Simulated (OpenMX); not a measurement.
The system is BN.

```
N B
1.0
     2.49824    0.00000    0.00000
    -1.24912    2.16354    0.00000
     0.00000    0.00000    6.63570
N B
2 2
Direct
  0.66667 0.33333 0.25000
  0.33333 0.66667 0.75000
  0.66667 0.33333 0.75000
  0.33333 0.66667 0.25000
```

| Item | Value |
| --- | --- |
| Program | OpenMX 3.8.5 |
| Task | single point |
| Functional | PBE |
| Potentials or basis | OpenMX 2013 PBE set, N6.0-s2p2d1, B7.0-s2p2d1, grid cutoff 400 Ry |
| k mesh | 13 × 13 × 5 |
| Occupations | fermi-dirac, width 0.05 eV |
| Spin | no spin polarisation |

On this cell: pressure 7.0 GPa; largest force 0.016 eV/Å; band gap on the k mesh 4.34 eV, indirect (least direct gap 4.69 eV).

The same run follows on a disturbed copy (atoms moved at random, drawn with an rms of 0.05 Å):

```xyz
4
Lattice="2.4982 0.0000 0.0000 -1.2491 2.1635 0.0000 0.0000 0.0000 6.6357" Properties=species:S:1:pos:R:3 pbc="T T T"
N     1.2477    0.6939    1.6706
N     0.0011    1.4403    4.9751
B     1.2633    0.7492    4.9890
B     0.0108    1.4374    1.6440
```

Task: What does the disturbed cell give?

Result: The energy moves by +11.2 meV/atom; pressure 7.3 GPa; largest force 1.465 eV/Å; band gap on the k mesh 4.27 eV, indirect (least direct gap 4.64 eV).

Forces in eV/Å, atoms in the order of the input:
```
N    0.514  1.015 -0.353
N    0.635  1.301  0.199
B   -0.636 -1.304 -0.200
B   -0.514 -1.007  0.352
```

Caveats: an odd mesh through Γ misses points on the zone boundary, where band edges often lie; the basis of atomic orbitals isn't converged, which shifts pressures, moduli and gaps; this functional lacks dispersion, which binds the layers, so the pressure and a relaxed spacing across them are unreliable (some runs).
